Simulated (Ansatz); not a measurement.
Ansatz input

```yaml
crystal:
  lattice:
    - [4.2959002844, 0.0, 0.0]
    - [0.0, 4.2959002844, 0.0]
    - [0.0, 0.0, 4.2959002844]
  atoms:
    - { symbol: K, position: [0.0, 0.0, 0.0] }
hamiltonian:
  xc: hse06
  pseudopotentials:
    kind: paw
    azcp:
      K: "pseudopotentials/K.paw.azcp"
basis:
  ecutwfc: 420
  fft_grid_basis: typed
kpoints:
  mp_grid: { grid: [4, 4, 4], shift: [0, 0, 0] }
magnetization:
  spin_polarized: false
scf:
  occupations: { method: fermi_dirac, width: 0.1 }
output:
  write_density: true
  write_potential: true
  elf: true
  volumetric_format: npy
```

and its output:

```
Engine: ansatz 0.2.0, aarch64-unknown-linux-gnu
Pseudopotentials: kind: paw
Pseudopotential: K, paw, valence charge 9, recommended cutoff 420 eV (normal) 
Functional definition: HSE06
  parameter a = 0.25
  parameter omega = 0.11/bohr
  exchange = pbe_x - a*pbe_x_sr(omega) + a*exact_x_sr(omega)
  correlation = pbe_c
Crystal: 1 atoms, lattice volume = 79.280 Å³
Basis set: ecut = 420 eV, 1551 PW (Γ)
Bands: 9, of which v1, the nominal top of the filled ones, is band 5 counted from 1 (4 counted from 0)
Symmetry: 48 space group operations
Space group: Pm-3m (ITA 221), of the structure as read, at distance tolerance 4.3e-5 Å
k-points: 10 of 64
Non-local potential: K, projectors of the file, l = 0: 3, l = 1: 2, l = 2: 2
PAW form: soft (Blöchl's): semilocal exchange-correlation on the pseudo side does not see the compensation charge
PAW frozen core: K, regenerated for the run's functional, and the local potential with it (the file was generated under x = pbe(κ = 0.804, μ = 0.2195149727645171), c = pbe(β = 0.06672455060314922))
PAW one-centre angular grid: K, 110 points (default); XC on 64 Gauss nodes
Initial density: superposition of atomic densities (neutral atoms: chi_scale 0, normalization atom), corrected by the library's trained network
Initial wavefunctions: pseudopotential atomic-orbital guess
Functional: x = pbe(κ = 0.804, μ = 0.2195149727645171), c = pbe(β = 0.06672455060314922), warm-up for x = pbe(κ = 0.804, μ = 0.2195149727645171) + 0.25 (exact − pbe) at short range (hse, ω = 0.20786987370883472 Å⁻¹), c = pbe(β = 0.06672455060314922); HSE06 as pw.x's `hse` composes it (authors' and Libxc's form: `xc: wpbeh`)
SCF iter   1: F=—  HF=-1537.698834 eV  |F-HF|=—  |Δ(HF+E_count)|=         —  Δρ=4.27e-4  dr2=1.27e-4  ethr=1.77e-3  ⟨swp⟩=11.2  Hψ=573  notcnv=0
SCF iter   2: F=—  HF=-1537.699166 eV  |F-HF|=—  |Δ(HF+E_count)|=   3.32e-4  Δρ=2.58e-4  dr2=4.80e-5  ethr=1.41e-6  ⟨swp⟩=4.4  Hψ=219  notcnv=0  defer=1
iter 3 solved again at ethr=5.66e-9 eV; its pass at ethr=5.33e-7 eV (dr2=5.09e-7 eV) is discarded
SCF iter   3: F=—  HF=-1537.699282 eV  |F-HF|=—  |Δ(HF+E_count)|=   1.15e-4  Δρ=2.73e-5  dr2=5.19e-7  ethr=5.66e-9  ⟨swp⟩=3.7  Hψ=367  notcnv=0
SCF iter   4: F=—  HF=-1537.699282 eV  |F-HF|=—  |Δ(HF+E_count)|=   4.76e-7  Δρ=1.13e-5  dr2=8.66e-8  ethr=5.66e-9  ⟨swp⟩=3.6  Hψ=198  notcnv=0
SCF iter   5: F=—  HF=-1537.699282 eV  |F-HF|=—  |Δ(HF+E_count)|=   2.25e-8  Δρ=1.79e-6  dr2=3.08e-9  ethr=9.62e-10  ⟨swp⟩=3.0  Hψ=177  notcnv=0
SCF iter   6: F=-1537.699282 eV  HF=-1537.699282 eV  |F-HF|=2.10e-10  |Δ(HF+E_count)|=   1.18e-9  Δρ=7.68e-7  dr2=2.77e-10  ethr=3.42e-11  ⟨swp⟩=3.8  Hψ=200  notcnv=0
SCF 1 converged in 6 iterations: F = -1537.699282 eV  dr2 = 2.77e-10
Initial density: handed on by an earlier stage of this run
Initial wavefunctions: those handed on with the density
Functional: x = pbe(κ = 0.804, μ = 0.2195149727645171) + 0.25 (exact − pbe) at short range (hse, ω = 0.20786987370883472 Å⁻¹), c = pbe(β = 0.06672455060314922); HSE06 as pw.x's `hse` composes it (authors' and Libxc's form: `xc: wpbeh`)
Exchange kernel: α = 0.2500, screened, ω = 0.2079 Å⁻¹, Wigner–Seitz truncation, v(0) = 1040.0684 eV·Å³, q-mesh 4×4×4, nearest image of the exchange supercell L = 17.18 Å, pair-density grid 20×20×20, without the augmentation charges, whose exchange is taken in its separable form by FFT convolution over the k-point mesh (sized by the pseudopotential files, 30×30×30 at the most), smooth part of the exact exchange by density-matrix convolution
Frozen-core exchange: fock
iter 1 solved again at ethr=3.69e-6 eV; its pass at ethr=1.00e-1 eV (dr2=3.32e-4 eV) is discarded
SCF iter   1: F=—  HF=-1538.572169 eV  |F-HF|=—  |Δ(HF+E_count)|=         —  Δρ=1.20e-3  dr2=4.38e-4  ethr=3.69e-6  ⟨swp⟩=7.3  Hψ=568  notcnv=0
SCF iter   2: F=—  HF=-1538.572108 eV  |F-HF|=—  |Δ(HF+E_count)|=   6.07e-5  Δρ=5.60e-4  dr2=1.31e-4  ethr=3.69e-6  ⟨swp⟩=2.0  Hψ=139  notcnv=0
SCF iter   3: F=—  HF=-1538.572094 eV  |F-HF|=—  |Δ(HF+E_count)|=   1.37e-5  Δρ=1.17e-5  dr2=4.26e-5  ethr=1.01e-6  ⟨swp⟩=2.0  Hψ=139  notcnv=0
SCF iter   4: F=—  HF=-1538.572570 eV  |F-HF|=—  |Δ(HF+E_count)|=   4.76e-4  Δρ=6.96e-5  dr2=6.17e-6  ethr=4.77e-10  ⟨swp⟩=6.7  Hψ=438  notcnv=0  defer=6
SCF iter   5: F=—  HF=-1538.572570 eV  |F-HF|=—  |Δ(HF+E_count)|=   5.83e-7  Δρ=7.34e-6  dr2=8.56e-7  ethr=4.77e-10  ⟨swp⟩=4.1  Hψ=224  notcnv=0  defer=2
SCF iter   6: F=-1538.572577 eV  HF=-1538.572577 eV  |F-HF|=2.45e-8  |Δ(HF+E_count)|=   7.17e-6  Δρ=9.50e-6  dr2=1.59e-7  ethr=3.52e-10  ⟨swp⟩=5.2  Hψ=323  notcnv=0  defer=2
SCF 2 stopped early in 6 iterations: F = -1538.572577 eV  dr2 = 1.59e-7
hybrid outer 1: dexx = +5.387e-4 eV, tail = 2.43e-6 eV
Exchange kernel: α = 0.2500, screened, ω = 0.2079 Å⁻¹, Wigner–Seitz truncation, v(0) = 1040.0684 eV·Å³, q-mesh 4×4×4, nearest image of the exchange supercell L = 17.18 Å, pair-density grid 20×20×20, without the augmentation charges, whose exchange is taken in its separable form by FFT convolution over the k-point mesh (sized by the pseudopotential files, 30×30×30 at the most), smooth part of the exact exchange by density-matrix convolution
Frozen-core exchange: fock
SCF iter   1: F=—  HF=-1538.572606 eV  |F-HF|=—  |Δ(HF+E_count)|=         —  Δρ=2.68e-5  dr2=1.39e-7  ethr=1.35e-7  ⟨swp⟩=4.7  Hψ=251  notcnv=0
iter 2 solved again at ethr=3.35e-11 eV; its pass at ethr=1.25e-9 eV (dr2=3.02e-9 eV) is discarded
SCF iter   2: F=-1538.572606 eV  HF=-1538.572606 eV  |F-HF|=3.95e-9  |Δ(HF+E_count)|=   5.30e-8  Δρ=3.96e-6  dr2=4.17e-9  ethr=3.35e-11  ⟨swp⟩=3.7  Hψ=361  notcnv=0  defer=2
SCF 3 converged in 2 iterations: F = -1538.572606 eV  dr2 = 4.17e-9
hybrid outer 2: dexx = +3.883e-8 eV, tail = 1.08e-8 eV, Δε = 1.55e-3 eV (about 1.10e-4 eV left of the loop's levels)
hybrid SCF converged: 2 outer / 8 inner (+6 warm-up), last move |dexx| = 3.88e-8 eV, tail = 1.08e-8 eV
Stability not checked: this state was not tested for a lower state beside it, because the functional holds exact exchange (a hybrid, or Hartree-Fock), whose exchange loop this test does not read (fock_operator; see scf.lower_state_search)
Free energy (F): -1538.572606 eV
Frozen-core exchange: fock
Harris-Foulkes:  -1538.572606 eV  (|F-HF|=3.95e-9)
Internal energy: -1538.555753 eV  (E = F + TS)
E sigma→0 (E₀):  -1538.564179 eV
Entropy (-TS):   -0.016853 eV (-16.853 meV/atom)
Fermi energy:    1.735360 eV
--- Per-component energies (eV) ---
  E_band       = -162.703899
  E_kinetic    = 252.176691
  E_local      = -783.889368  (includes V_loc(G=0)·N_el)
  E_nonlocal   = 12.975021
  E_hartree    = 281.866135
  E_xc         = -106.817353
  E_vxc        = -129.183751  (∫ρ·V_xc dr)
  E_exx        = -23.439648  (= α·E_x^exact, valence–valence)
  E_paw        = -786.111622  (= ΣΔE_a)
  E_vpaw       = -31.636354  (= ΣTr[D̂ρ^β])
  E_aug_tail   = -0.000003  (compensation charges beyond the density's cutoff)
  E_ewald      = -385.174479
  E_core_change = -0.141127  (= ΣΔE_core)
  E_smearing   = -0.016853  (= −TS)
  E_closure    = -0.000000  (closes the sum)
  Σ components = -1538.572606   (vs F -1538.572606, Δ=0.00e0)
--- Band table (eV; the first three rows and the last of 10) ---
  k-point 0: bands = ["-33.8327", "-15.9092", "-15.9092", "-15.9092", "-0.8927", "4.9135", "4.9135"]
  k-point 1: bands = ["-33.8306", "-15.9538", "-15.9055", "-15.9055", "-0.2106", "3.9020", "5.2134"]
  k-point 2: bands = ["-33.8284", "-15.9978", "-15.9018", "-15.9018", "1.5315", "1.6835", "5.6120"]
  k-point 9: bands = ["-33.8200", "-15.9749", "-15.9749", "-15.9749", "4.1830", "4.1830", "4.1830"]
  guard bands above this table: 2 of the run's 9 bands. The solve was not asked for them (output.publish_guard_bands: true or output.eigenvalues: true publishes all)
```

Command:

```sh
ansatz run input.yaml --threads 4 --pin off --max-ram 8192MiB --backend cpu --events-out ev --progress --plain --runs-dir out
```

On 4 threads of Arm Neoverse V1 (shared host) this took about 3 s of wall time and 9.3 s of CPU time, with 0.78 GiB at the peak.
